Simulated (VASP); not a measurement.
# Bi (Im-3m) in VASP: notebook

Runs on Bi. Level: r2SCAN. Tasks: relaxation of cell and atoms.

All numbers are computed with VASP 6.6.1; they aren't measurements. Logs are shortened: lines on timing, memory, paths and dates and some standing lists are left out, and cuts for length are marked.

### Step 1. The structure

It takes space group Im-3m (No. 229, cubic). Conventional cell: a = 3.963 Å, b = 3.963 Å, c = 3.963 Å, α = 90.00°, β = 90.00°, γ = 90.00°. Around Bi (site symmetry m-3m) lie 8 Bi at 3.43 Å.

This isn't the form of Bi at room conditions, which is rhombohedral.

### Step 2. Relaxation of cell and atoms, r2SCAN, target pressure 40.8 GPa, at which the enthalpy is minimised

Input file INCAR:

```
PREC = Accurate
ENCUT = 520
EDIFF = 1E-7
ISMEAR = 0
SIGMA = 0.1
LREAL = False
LASPH = True
NELM = 80
ALGO = Normal
ISIF = 3
LWAVE = False
LCHARG = False
METAGGA = R2SCAN
LMIXTAU = True
IBRION = 2
NSW = 80
EDIFFG = -0.002
PSTRESS = 408.0
```

Input file KPOINTS:

```
regular mesh
0
Gamma
  16 16 16
```

Input file POSCAR:

```
Bi
1.0
   -1.9814305300      1.9814305300      1.9814305300
    1.9814305300     -1.9814305300      1.9814305300
    1.9814305300      1.9814305300     -1.9814305300
Bi
1
Direct
    0.0000000000      0.0000000000      0.0000000000
```

Potentials or basis: VASP PAW PBE potentials, release 64 (Bi_d).

Run with:

```sh
> cat potpaw_PBE.64/Bi_d/POTCAR > POTCAR
> mpirun -np 1 vasp_std > vasp.out
```

OUTCAR:

```text
PREC = Accurate
   ENCUT = 520
   EDIFF = 1E-7
   ISMEAR = 0
   LREAL = False
   LASPH = True
   NELM = 80
   ISIF = 3
   METAGGA = R2SCAN
   IBRION = 2
   NSW = 80
   EDIFFG = -0.002
   PSTRESS = 408.0

 ion  position               nearest neighbor table
   1  0.000  0.000  0.000-

  LATTYP: Found a body centered cubic cell.
 ALAT       =     3.9628610600

  Lattice vectors:

 A1 = (  -1.9814305300,   1.9814305300,   1.9814305300)
 A2 = (   1.9814305300,  -1.9814305300,   1.9814305300)
 A3 = (   1.9814305300,   1.9814305300,  -1.9814305300)

Analysis of symmetry for initial positions (statically):
=====================================================================
 Subroutine PRICEL returns:
 Original cell was already a primitive cell.

 Routine SETGRP: Setting up the symmetry group for a
 body centered cubic supercell.

 Subroutine GETGRP returns: Found 48 space group operations
 (whereof 48 operations were pure point group operations)
 out of a pool of 48 trial point group operations.

The static configuration has the point symmetry O_h .

Analysis of symmetry for dynamics (positions and initial velocities):
=====================================================================
 Subroutine PRICEL returns:
 Original cell was already a primitive cell.

 Routine SETGRP: Setting up the symmetry group for a
 body centered cubic supercell.

 Subroutine GETGRP returns: Found 48 space group operations
 (whereof 48 operations were pure point group operations)
 out of a pool of 48 trial point group operations.

The dynamic configuration has the point symmetry O_h .

 Subroutine INISYM returns: Found 48 space group operations
 (whereof 48 operations are pure point group operations),
 and found     1 'primitive' translations

----------------------------------------------------------------------------------------

                                     Primitive cell

  volume of cell :      31.1169

  direct lattice vectors                    reciprocal lattice vectors
    -1.981430530  1.981430530  1.981430530     0.000000000  0.252342937  0.252342937
     1.981430530 -1.981430530  1.981430530     0.252342937  0.000000000  0.252342937
     1.981430530  1.981430530 -1.981430530     0.252342937  0.252342937  0.000000000

  length of vectors
     3.431938350  3.431938350  3.431938350     0.356866804  0.356866804  0.356866804

  position of ions in fractional coordinates (direct lattice)
     0.000000000  0.000000000  0.000000000

  ion indices of the primitive-cell ions
[... 85 lines left out ...]
   NELECT =      15.0000    total number of electrons
   NUPDOWN=      -1.0000    fix difference up-down
   EMIN   =  10.00;   EMAX   =-10.00  energy-range for DOS
   EFERMI =   0.00;   METHOD = LEGACY
   ISMEAR =     0;   SIGMA  =   0.10  broadening in eV -4-tet -1-fermi 0-gaus
   EFERMI_NEDOS =   21; number of points for ismear=-14 and -15
   IALGO  =     38    algorithm
   IMIX   =      4    mixing-type and parameters
     AMIX     =   0.40;   BMIX     =  1.00
     AMIX_MAG =   1.60;   BMIX_MAG =  1.00
  volume/ion in A,a.u.               =      31.12       209.99
  Fermi-wavevector in a.u.,A,eV,Ry     =   1.283630  2.425708 22.418388  1.647705
  Thomas-Fermi vector in A             =   2.415871
   LORBIT       =      0    0 simple, 1 ext, 2 COOP (PROOUT), +10 PAW based schemes
   METAGGA = R2SCAN    functional components
   LHFCALC =     F    Hartree Fock is set to
   AEXX    =    0.0000 exact exchange contribution
   IVDW    =     0    specifies the selected vdW correction
   LEPSILON=     F    determine dielectric tensor
   LRPA    =     F    only Hartree local field effects (RPA)
 conjugate gradient relaxation of ions
 non-spin polarized calculation
 Gauss-broadening in eV      SIGMA  =   0.10
  energy-cutoff  :      520.00
  volume of cell :       31.12
 maximum number of plane-waves:       887
 NGX is ok and might be reduce to    28
   NGX = 13   NGY = 13   NGZ = 13

--------------------------------------- Ionic step        1  -------------------------------------------

 number of electron      14.9999994 magnetization

 Free energy of the ion-electron system (eV)
  ---------------------------------------------------
  ext. energy  EPLUGINS =         0.00000000
  ---------------------------------------------------
  free energy    TOTEN  =       -58.27061242 eV

  energy without entropy =      -58.26699535  energy(sigma->0) =      -58.26880388

------------------------ aborting loop because EDIFF is reached ----------------------------------------

  FORCE on cell =-STRESS in cart. coord.  units (eV):
  Direction    XX          YY          ZZ          XY          YZ          ZX
  --------------------------------------------------------------------------------------
  -------------------------------------------------------------------------------------
  Total       -0.0217342     -0.0217342     -0.0217342      0.0000000      0.0000000      0.0000000
  in kB       -1.1190692     -1.1190692     -1.1190692      0.0000000      0.0000000      0.0000000
  external PRESSURE =    -409.1190692 kB  Pullay stress =     408.0000000 kB
[... 98 lines left out ...]
--------------------------------------- Ionic step        4  -------------------------------------------

 number of electron      14.9999997 magnetization

 E-fermi :   9.8383     XC(G=0): -11.9004

 val. band max:        9.8135846498   @ k =  -0.2500   0.3750   0.1250
 cond. band min:       9.8458472435   @ k =   0.3125   0.1250   0.0625
 fundamental gap:      0.0322625937
 Fermi energy:         9.8382804254

 k-point     1 :       0.0000    0.0000    0.0000
  band No.  band energies     occupation
      1     -14.0603      2.00000
      2     -14.0603      2.00000
      3     -14.0603      2.00000
      4     -13.8302      2.00000
      5     -13.8302      2.00000
      6      -5.4694      2.00000
      7      16.4422      0.00000
      8      16.4422      0.00000
      9      16.4422      0.00000
     10      21.1143      0.00000
     11      21.1144      0.00000
[... 506 lines left out ...]
--------------------------------------- Ionic step        9  -------------------------------------------

 number of electron      15.0000004 magnetization

 Free energy of the ion-electron system (eV)
  ---------------------------------------------------
  ext. energy  EPLUGINS =         0.00000000
  ---------------------------------------------------
  free energy    TOTEN  =       -57.44807547 eV

  energy without entropy =      -57.44531291  energy(sigma->0) =      -57.44669419

 E-fermi :  12.7624     XC(G=0): -12.9992

 val. band max:       12.7565390726   @ k =  -0.4375   0.5000   0.3125
 cond. band min:      12.7631158705   @ k =   0.1875   0.1875   0.0625
 fundamental gap:      0.0065767979
 Fermi energy:        12.7624270456

 k-point     1 :       0.0000    0.0000    0.0000
  band No.  band energies     occupation
      1     -11.5289      2.00000
      2     -11.5289      2.00000
      3     -11.5289      2.00000
      4     -11.1328      2.00000
      5     -11.1328      2.00000
      6      -4.3964      2.00000
      7      21.1561      0.00000
      8      21.1561      0.00000
      9      21.1561      0.00000
     10      23.8062      0.00000
     11      23.8062      0.00000
[... 354 lines left out ...]
  energy  without entropy=      -57.4453129126  energy(sigma->0) =      -57.44669419

  enthalpy is  TOTEN    =       -51.7729999063 eV   P V=        5.6750755628

 reached required accuracy - stopping structural energy minimisation
```

Wall time 14 min (1 thread of Intel Xeon 6975P-C (Granite Rapids), shared host); peak memory 0.23 GiB.

Results:

| Property | Result |
| --- | --- |
| Free energy | -57.4481 eV |
| Relaxed volume | 22.29 Å³/atom |
| Relaxed cell | a = 3.071 Å, b = 3.071 Å, c = 3.071 Å, α = 109.47°, β = 109.47°, γ = 109.47° |
| Space group after relaxing (to 0.05 Å) | Im-3m (No. 229) |
| Energy change on relaxing (the enthalpy is what falls) | +822.5 meV/atom |
| Ionic steps | 9 |
| Pressure after relaxing | 40.8 GPa |
| Band gap on the k mesh | none (metal or under the smearing width) |

Step by step:
```tsv
step	energy change (eV)	largest force (eV/Å)	pressure (GPa)	volume (Å³)
1	0.0000	0.0000	-0.11	31.12
2	44.9750	0.0000	2253.06	7.30
3	0.0403	0.0000	5.67	28.57
4	0.1373	0.0000	11.99	26.78
5	1.0162	0.0000	48.08	21.59
6	0.7906	0.0000	39.60	22.41
7	0.8297	0.0000	41.07	22.26
8	0.8037	0.0000	40.10	22.36
9	0.8225	0.0000	40.81	22.29
```

Final structure:
```
Bi
1.0
    -1.77278    1.77278    1.77278
     1.77278   -1.77278    1.77278
     1.77278    1.77278   -1.77278
Bi
1
Direct
  0.00000 0.00000 0.00000
```

Levels at points of the mesh, in eV from the Fermi level:
```csv
k point,band 6,band 7,band 8,band 9,band 10,band 11
"(0.00, 0.00, 0.00)",-17.16,8.39,8.39,8.39,11.04,11.04
"(0.50, 0.00, 0.00)",-11.46,-7.69,2.32,4.52,8.13,9.10
"(0.50, 0.50, 0.50)",-7.11,-2.90,-2.90,-2.90,3.68,3.68
```

Caveat: the cell is relaxed towards a set pressure, so the enthalpy falls and the energy may rise; the volume moved by over 15 % at a fixed basis, so the end points are rough; the PAW data sets were made with another functional, which shifts forces and pressure a little; spin-orbit coupling is left out, which moves the levels of the heavy elements.

### Step 3. Relaxation of cell and atoms, r2SCAN, target pressure 40.8 GPa, at which the enthalpy is minimised

This run uses another cell than the first one, of 22.29 Å³/atom, 0.716 times its volume.

INCAR is that of step 2.

KPOINTS is that of step 2.

Input file POSCAR:

```
Bi                                      
1.0
   -1.7727766609      1.7727766609      1.7727766609
    1.7727766609     -1.7727766609      1.7727766609
    1.7727766609      1.7727766609     -1.7727766609
  Bi            
     1
Direct
     0.0000000000000000    0.0000000000000000    0.0000000000000000
```

Potentials or basis: VASP PAW PBE potentials, release 64 (Bi_d).

Run with:

```sh
> cat potpaw_PBE.64/Bi_d/POTCAR > POTCAR
> mpirun -np 1 vasp_std > vasp.out
```

OUTCAR:

```text
PREC = Accurate
   ENCUT = 520
   EDIFF = 1E-7
   ISMEAR = 0
   LREAL = False
   LASPH = True
   NELM = 80
   ISIF = 3
   METAGGA = R2SCAN
   IBRION = 2
   NSW = 80
   EDIFFG = -0.002
   PSTRESS = 408.0

 ion  position               nearest neighbor table
   1  0.000  0.000  0.000-

  LATTYP: Found a body centered cubic cell.
 ALAT       =     3.5455533218

  Lattice vectors:

 A1 = (  -1.7727766609,   1.7727766609,   1.7727766609)
 A2 = (   1.7727766609,  -1.7727766609,   1.7727766609)
 A3 = (   1.7727766609,   1.7727766609,  -1.7727766609)

Analysis of symmetry for initial positions (statically):
=====================================================================
 Subroutine PRICEL returns:
 Original cell was already a primitive cell.

[... 258 lines left out ...]
 fundamental gap:      0.0945529160
 Fermi energy:        12.7714785307

 k-point     1 :       0.0000    0.0000    0.0000
  band No.  band energies     occupation
      1     -11.5216      2.00000
      2     -11.5216      2.00000
      3     -11.5216      2.00000
      4     -11.1249      2.00000
      5     -11.1249      2.00000
      6      -4.3929      2.00000
      7      21.1700      0.00000
      8      21.1700      0.00000
      9      21.1700      0.00000
     10      23.8143      0.00000
     11      23.8143      0.00000
[... 309 lines left out ...]
 k-point    24 :       0.2500    0.1875    0.0000
  band No.  band energies     occupation
      1     -11.5861      2.00000
      2     -11.4364      2.00000
      3     -11.1889      2.00000
      4     -11.1673      2.00000
      5     -11.0355      2.00000
      6      -0.4263      2.00000
      7       9.0483      2.00000
      8      12.3889      2.00000
      9      16.7924      0.00000
     10      23.0870      0.00000
     11      24.2462      0.00000

 [... further k-points ...]

------------------------ aborting loop because EDIFF is reached ----------------------------------------

  FORCE on cell =-STRESS in cart. coord.  units (eV):
  Direction    XX          YY          ZZ          XY          YZ          ZX
  --------------------------------------------------------------------------------------
  -------------------------------------------------------------------------------------
  Total        5.6736507      5.6736507      5.6736507      0.0000000      0.0000000     -0.0000000
  in kB      408.0983011    408.0983011    408.0983011      0.0000000      0.0000000     -0.0000000
  external PRESSURE =       0.0983011 kB  Pullay stress =     408.0000000 kB
[... 20 lines left out ...]
  energy  without entropy=      -57.4393769547  energy(sigma->0) =      -57.44075540

  enthalpy is  TOTEN    =       -51.7698498013 eV   P V=        5.6722840501

 reached required accuracy - stopping structural energy minimisation
```

CONTCAR:

```text
Bi
   1.00000000000000
    -1.7724859428971342    1.7724859428971342    1.7724859428971342
     1.7724859428971342   -1.7724859428971342    1.7724859428971342
     1.7724859428971342    1.7724859428971342   -1.7724859428971342
  Bi
     1
Direct
     0.0000000000000000    0.0000000000000000    0.0000000000000000

  0.00000000E+00  0.00000000E+00  0.00000000E+00
```

It took 97 s on 1 thread of Intel Xeon 6975P-C (Granite Rapids), shared host; peak memory 0.17 GiB.

What came out:

* Free energy: -57.4421 eV
* Relaxed volume: 22.27 Å³/atom
* Relaxed cell: a = 3.070 Å, b = 3.070 Å, c = 3.070 Å, α = 109.47°, β = 109.47°, γ = 109.47°
* Space group after relaxing (to 0.05 Å): Im-3m (No. 229)
* Energy change on relaxing (the enthalpy is what falls): +2.8 meV/atom
* Ionic steps: 3
* Pressure after relaxing: 40.8 GPa
* Band gap on the k mesh: none (metal or under the smearing width)

The path:
| step | energy change (eV) | largest force (eV/Å) | pressure (GPa) | volume (Å³) |
| --- | --- | --- | --- | --- |
| 1 | 0.0000 | 0.0000 | 40.72 | 22.29 |
| 2 | 0.0095 | 0.0000 | 41.06 | 22.25 |
| 3 | 0.0028 | 0.0000 | 40.81 | 22.27 |

Final structure:
```
Bi
1.0
    -1.77249    1.77249    1.77249
     1.77249   -1.77249    1.77249
     1.77249    1.77249   -1.77249
Bi
1
Cartesian
  0.0000 0.0000 0.0000
```

Levels at points of the mesh, in eV from the Fermi level:
| k point | band 5 | band 6 | band 7 | band 8 | band 9 | band 10 | band 11 |
| --- | --- | --- | --- | --- | --- | --- | --- |
| (0.00, 0.00, 0.00) | -23.90 | -17.16 | 8.40 | 8.40 | 8.40 | 11.04 | 11.04 |
| (0.50, 0.00, 0.00) | -23.65 | -11.46 | -7.70 | 2.32 | 4.52 | 8.14 | 9.10 |
| (0.50, 0.50, 0.50) | -23.71 | -7.10 | -2.90 | -2.90 | -2.90 | 3.68 | 3.68 |

Caveat: the cell is relaxed towards a set pressure, so the enthalpy falls and the energy may rise; the PAW data sets were made with another functional, which shifts forces and pressure a little; spin-orbit coupling is left out, which moves the levels of the heavy elements.
